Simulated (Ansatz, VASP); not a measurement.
Two plane-wave programs on Sn4Ge3

```
Sn Ge
1.0
     3.99561   -5.62338    0.00000
     3.99561    5.62338    0.00000
     0.00000    0.00000    4.10372
Sn Ge
4 3
Direct
  0.25472 0.25472 0.50000
  0.74528 0.74528 0.50000
  0.74225 0.25775 0.00000
  0.25775 0.74225 0.00000
  0.50000 0.00000 0.50000
  0.00000 0.50000 0.50000
  0.00000 0.00000 0.00000
```

Change from the starting cell: species swapped into the Zr3S4 type (Cmmm, No. 65).

Alike in both runs: functional PBE; k mesh 3 × 3 × 4; occupations gaussian, width 0.2 eV; no spin polarisation.

Ansatz relaxed the structure, and its values are those at the end. VASP's run is a single point on that final structure, the one shown.

|  | VASP | Ansatz |
| --- | --- | --- |
| version | VASP 6.6.1 | Ansatz 0.2.0 |
| potentials or method | VASP PAW PBE potentials, release 64 (Sn_d, Ge_d) | scalar-relativistic, plane waves, PAW |
| plane-wave cutoff (eV) | 520 | 420 |
| valence electrons in the cell | 98 | 98 |

|  | VASP | Ansatz | Ansatz less VASP |
| --- | --- | --- | --- |
| gap on the k mesh at the Fermi level (eV) | none | none | - |
| pressure (GPa) | 0.2 | 0.2 | +0.03 |
| rms of the force components (eV/Å) | 0.013 | 0.014 | +0.0010 |

A gap of «none» marks a metal or a gap that the smearing closes.

Caveats: the k mesh is coarse (spacing up to 0.38 Å⁻¹), so the values aren't converged.
